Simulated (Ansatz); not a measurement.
## W under changes of volume

One of the cells (16.822 Å³/atom); the others are scaled copies at fixed shape and fractional positions:

```xyz
4
Lattice="2.8097 0.0000 0.0000 0.0000 4.8639 0.0000 0.0000 0.0000 4.9237" Properties=species:S:1:pos:R:3 pbc="T T T"
W     2.2285    4.5567    3.6928
W     0.5811    2.1247    3.6928
W     0.5811    0.3072    1.2309
W     2.2285    2.7391    1.2309
```

This isn't the form of W at room conditions, which is bcc.

| Item | Value |
| --- | --- |
| Program | Ansatz 0.2.0 |
| Functional | PBEsol |
| Potentials or basis | Ansatz PAW |
| Cutoff | 420 eV (not typed: the program's choice for these potentials) |
| k mesh | 9 × 6 × 6 |
| Occupations | fermi-dirac, width 0.05 eV |
| Spin | no spin polarisation |

```tsv
volume (Å³/atom)	energy over the lowest point (meV/atom)	pressure (GPa)	largest force (eV/Å)
15.812	8.11	7.2	0.272
16.149	0.00	0.6	0.186
16.485	?	?	?
16.822	22.02	-10.7	0.070
17.158	49.59	-15.5	0.098
17.494	86.73	-19.8	0.157
17.831	132.43	-23.6	0.219
```

Task: What does the run at 16.485 Å³/atom give?

Result: Energy over the lowest point 5.08 meV/atom; pressure -5.3 GPa; largest force 0.112 eV/Å.

Worked out: A Birch-Murnaghan fit of order 3 (a polynomial in V^(-2/3)) to the other rows has its minimum at 16.18 Å³/atom with B0 = V·E''(V) = 299 GPa and B' = 4.3 at fixed shape and positions, which overstates the stiffness. It gives 5.06 meV/atom at 16.485 Å³/atom, against the run's 5.08, and -dE/dV = -5.3 GPa, against -5.3.

Energies are extrapolated to zero smearing.

Caveats: the PAW data sets come from PBE, with cores solved anew for the run's functional, which leaves a small shift of forces and pressure.
